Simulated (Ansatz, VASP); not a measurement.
## ZrC: VASP beside Ansatz

Contents of INCAR:

```
SYSTEM = ZrC
PREC = Accurate ; ENCUT = 520
EDIFF = 1E-7 ; ISMEAR = -1
SIGMA = 0.05 ; LREAL = .False.
LASPH = .True. ; NELM = 80
ALGO = Normal ; ISIF = 2
LWAVE = .False. ; LCHARG = .False.
GGA = PE ; NBANDS = 15
```

KPOINTS

```
Automatic mesh
0
Gamma
  10 10 10
  0 0 0
```

POSCAR

```
ZrC
1.0
    0.0000000000      2.4113843250      2.4113843250
    2.4113843250      0.0000000000      2.4113843250
    2.4113843250      2.4113843250      0.0000000000
Zr C
1 1
Direct
    0.5000000000      0.5000000000      0.5000000000
    0.0000000000      0.0000000000      0.0000000000
```

File input.yaml:

```yaml
crystal:
  lattice:
    - [0.0, 2.411384325, 2.411384325]
    - [2.411384325, 0.0, 2.411384325]
    - [2.411384325, 2.411384325, 0.0]
  atoms:
    - { symbol: Zr, position: [0.5, 0.5, 0.5] }
    - { symbol: C, position: [0.0, 0.0, 0.0] }
hamiltonian:
  xc: pbe
  pseudopotentials: { kind: paw }
kpoints:
  mp_grid: { grid: [10, 10, 10] }
scf:
  occupations: { method: fermi_dirac, width: 0.05 }
output:
  forces: true
  stress: true
  eigenvalues: true
```

Change from the starting cell: volume scaled by 1.06.

Alike in both runs: task single point; functional PBE; k mesh 10 × 10 × 10; occupations fermi-dirac, width 0.05 eV; no spin polarisation.

|  | VASP | Ansatz |
| --- | --- | --- |
| version | VASP 6.6.1 | Ansatz 0.2.0 |
| potentials or method | VASP PAW PBE potentials, release 64 (Zr_sv, C) | Ansatz PAW |
| plane-wave cutoff (eV) | 520 | 420 |
| valence electrons in the cell | 16 | 16 |

```csv
,VASP,Ansatz,Ansatz less VASP
gap on the k mesh at the Fermi level (eV),none,none,-
pressure (GPa),-13.6,-13.8,-0.19
```

A gap of «none» marks a metal or a gap that the smearing closes.
